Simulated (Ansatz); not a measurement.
KI (rocksalt) under strain

Rocksalt KI, relaxed with r2SCAN in Ansatz. Space group Fm-3m (No. 225), cubic; a = 7.089 Å in the conventional setting, 44.52 Å³ an atom. K has 6 I at 3.54 Å; I has 6 K at 3.54 Å.

The axes x, y and z are those of this cell:
```
K I
1.0
     0.00000    3.54429    3.54429
     3.54429    0.00000    3.54429
     3.54429    3.54429    0.00000
K I
1 1
Direct
  0.00000 0.00000 0.00000
  0.50000 0.50000 0.50000
```

Unstrained: With PBE the gap is 3.944 eV and direct, at Γ. r2SCAN gives a direct gap of 4.586 eV at Γ. The HSE06 gap is direct at Γ: 4.941 eV. Meshes: PBE 6×6×6, r2SCAN 6×6×6, HSE06 4×4×4. Strains are changes of length per length, and xy shears are angles. After each strain the atoms were relaxed again with r2SCAN within the symmetry that the strain leaves, so tilts or polar shifts that break it weren't tested; points keep the names that they have in the unstrained zone. Calculated for a static, non-magnetic cell.

Changes of the least gap in eV (an overlap counts as a negative gap):
```csv
strain,volume change (%),space group,PBE,r2SCAN,HSE06,G0W0@PBE (mesh),"energy rise, r2SCAN (meV/atom)"
uniaxial -4.0 % along x,-4.0,I4/mmm,+0.082,+0.087,+0.092,+0.06,8.5
"xy shear, engineering strain (angle) -2.0 %",0.0,Immm,-0.027,-0.028,-0.029,-0.03,0.2
uniaxial +3.0 % along [111],+3.0,R-3m,-0.097,-0.105,-0.105,-0.08,2.0
uniaxial -2.0 % along z,-2.0,I4/mmm,+0.043,+0.046,+0.048,+0.03,2.0
isotropic +1.0 % on every length,+3.0,Fm-3m,-0.067,-0.074,-0.074,-0.05,1.3
```
Unstrained, G0W0@PBE with 371 empty bands, a screening cutoff of 150 eV and a 4×4×4 mesh gives 6.10 eV on its mesh; the band count follows the volume. G0W0 values are finite-basis, finite-mesh values.

Uniaxial -4.0 % along x, other directions held. HSE06: the gap goes from 4.941 to 5.033 eV (+0.092 eV); with r2SCAN the top three valence levels at Γ, degenerate before, become 1+2 from the top over 19 meV. Stress change with r2SCAN, compression positive: xx +1.63, yy +0.15, zz +0.15 GPa.

Xy shear, engineering strain (angle) -2.0 %. HSE06: the gap goes from 4.941 to 4.912 eV (-0.029 eV); with r2SCAN the top three valence levels at Γ, degenerate before, become 1+1+1 from the top over 53 meV. Stress change with r2SCAN, compression positive: xx 0.00, yy 0.00, zz 0.00, xy +0.08 GPa.

Uniaxial +3.0 % along [111], other directions held. HSE06: the gap goes from 4.941 to 4.836 eV (-0.105 eV); with r2SCAN the top three valence levels at Γ, degenerate before, become 2+1 from the top over 78 meV. Stress change with r2SCAN, compression positive: xx -0.35, yy -0.35, zz -0.35, xy -0.08, xz -0.08, yz -0.08 GPa.

Uniaxial -2.0 % along z, other directions held. HSE06: the gap goes from 4.941 to 4.989 eV (+0.048 eV). Stress change with r2SCAN, compression positive: xx +0.07, yy +0.07, zz +0.71 GPa.

Isotropic +1.0 % on every length. HSE06: the gap goes from 4.941 to 4.867 eV (-0.074 eV). Stress change with r2SCAN, compression positive: xx -0.35, yy -0.35, zz -0.35 GPa. For HSE06, dE_g/d ln V = -2.5 eV over this step.

Spin-orbit coupling is left out, which matters wherever the heavy atoms make up the band edges.

The meshes of the hybrids are coarse, so their gaps aren't converged to the digits shown.

The splittings at Γ are without spin-orbit coupling, which regroups them where it is of like size or larger.
